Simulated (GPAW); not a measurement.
Crystal: ZnSe (Stilleite).

```
Se Zn
1.0
     0.00000    2.83380    2.83380
     2.83380    0.00000    2.83380
     2.83380    2.83380    0.00000
Se Zn
1 1
Direct
  0.75000 0.75000 0.75000
  0.00000 0.00000 0.00000
```

Program: GPAW 26.7.0. Alike in all runs: task band structure; cell as given; cutoff (eV) 600; smearing fermi-dirac 0.05 eV.

Task: Order these runs on this cell by their pressure, lowest first.
A. level TPSS; potentials or basis GPAW PAW data sets (gpaw-data 1.2.1), pw; spin SOC, no magnetisation; k mesh 7 × 7 × 7; eigensolver davidson; band points 60; spin axis theta (degrees) 90; spin axis phi (degrees) 0
B. level LDA; potentials or basis the program's PAW data sets (release 1.2.1) made for this functional, pw; spin off; k mesh 8 × 8 × 8; band points 100
C. level r2SCAN; potentials or basis GPAW PAW data sets (gpaw-data 1.2.1), pw; spin SOC, no magnetisation; k mesh 6 × 6 × 6; band points 80; spin axis theta (degrees) 54.7; spin axis phi (degrees) 45
D. level revPBE; potentials or basis the program's PAW data sets (release 1.2.1) made for this functional, pw; spin off; k mesh 8 × 8 × 8; band points 60

Result: B (-3.6 GPa), C (-0.4 GPa), A (1.7 GPa), D (3.8 GPa).

Caveats: spin-orbit coupling was added after a scalar SCF, so levels and gaps hold it while energy, forces, pressure and moments don't (some runs); the PAW data sets were made with another functional, which shifts forces and pressure a little (some runs).

Runs at the PBE level aren't shown here.
